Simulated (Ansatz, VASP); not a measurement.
Sc in VASP and in Ansatz

The input INCAR:

```
SYSTEM = Sc
PREC = Accurate ; ENCUT = 520
EDIFF = 1E-6 ; ISMEAR = 0
SIGMA = 0.15 ; LREAL = .False.
LASPH = .True. ; NELM = 100
ALGO = Fast ; ISIF = 2
LWAVE = .False. ; LCHARG = .False.
GGA = PS ; NBANDS = 12
```

KPOINTS

```
Automatic mesh
0
Gamma
  18 18 18
  0 0 0
```

Contents of POSCAR:

```
Sc
1.0
    0.0000000000      2.0888600000      2.1796800000
    2.0888600000      0.0000000000      2.1796800000
    2.0888600000      2.0888600000      0.0000000000
Sc
1
Direct
    0.0000000000      0.0000000000      0.0000000000
```

Input for Ansatz:

```yaml
crystal:
  lattice:
    - [0.0, 2.08886, 2.17968]
    - [2.08886, 0.0, 2.17968]
    - [2.08886, 2.08886, 0.0]
  atoms:
    - { symbol: Sc, position: [0.0, 0.0, 0.0] }
basis:
  ecutwfc: 420
kpoints:
  mp_grid: { grid: [18, 18, 18] }
hamiltonian:
  xc: pbesol
scf:
  occupations: { method: gaussian, width: 0.15 }
output:
  forces: true
  stress: true
  eigenvalues: true
```

Change from the starting cell: strain -0.080 along x and y, -0.040 along z, atoms carried along.

Alike in both runs: task single point; functional PBEsol; k mesh 18 × 18 × 18; occupations gaussian, width 0.15 eV; no spin polarisation.

|  | VASP | Ansatz |
| --- | --- | --- |
| version | VASP 6.6.1 | Ansatz 0.2.0 |
| potentials or method | VASP PAW PBE potentials, release 64 (Sc_sv) | scalar-relativistic, plane waves, PAW |
| plane-wave cutoff (eV) | 520 | 420 |
| valence electrons in the cell | 11 | 11 |

```csv
,VASP,Ansatz,Ansatz less VASP
gap on the k mesh at the Fermi level (eV),none,none,-
pressure (GPa),16.3,16.2,-0.06
largest component of the traceless stress (GPa),1.05,1.04,-0.015
```

A gap of «none» marks a metal or a gap that the smearing closes.

Caveats: so large a pressure means that the cell lies far from this level's equilibrium, or that cutoff or potentials fall short (VASP); the potentials were made for another functional, which shifts forces and pressure (VASP).
